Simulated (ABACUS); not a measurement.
## PtS2: equation of state with PBEsol

Crystal: PtS2.

```xyz
3
Lattice="3.5432 0.0000 0.0000 -1.7716 3.0685 0.0000 0.0000 0.0000 5.0388" Properties=species:S:1:pos:R:3 pbc="T T T"
Pt    0.0000    0.0000    0.0000
S     1.7716    1.0228    3.8950
S     0.0000    2.0457    1.1438
```

```yaml
Program: ABACUS 3.10.1
Task: equation of state
Functional: PBEsol
Potentials_or_basis: PseudoDojo NC SR 0.5 PBE stringent
Cutoff: 1143 eV
Density_cutoff: 4572 eV
Basis: plane waves
k_mesh: 7 × 7 × 4
Occupations: fermi-dirac, width 0.05 eV
Spin: no spin polarisation
Radial_cutoff_of_the_potentials_pseudo_rcut: 7 bohr
SCF_threshold_on_the_density: 1e-08
Max_SCF_steps: 100
Eigensolver: dav
Mixing: broyden
Mixing_share: 0.7
Symmetry_key: 1
Bands: 19
```

* Equilibrium volume: 19.06 Å³/atom
* Bulk modulus at fixed shape and positions: 139 GPa
* Pressure derivative of the bulk modulus: 4.7 (rough: it moves with the points fitted)

Energy against volume, from the lowest point:
```csv
volume (Å³/atom),energy (meV/atom)
17.165,98.02
17.896,32.99
18.626,2.61
19.357,0.00
```

All runs of the series together: 67 s on 4 threads of Intel(R) Xeon(R) Platinum 8259CL CPU @ 2.50GHz (Skylake/Cascade Lake) (shared host).

Caveat: the cell was scaled at fixed shape and fractional positions, which overstates the stiffness of a crystal with free parameters, most of all of layers and chains; the potentials were made for another functional, which shifts forces and pressure. Spin-orbit coupling is left out, which matters for the levels of Pt.
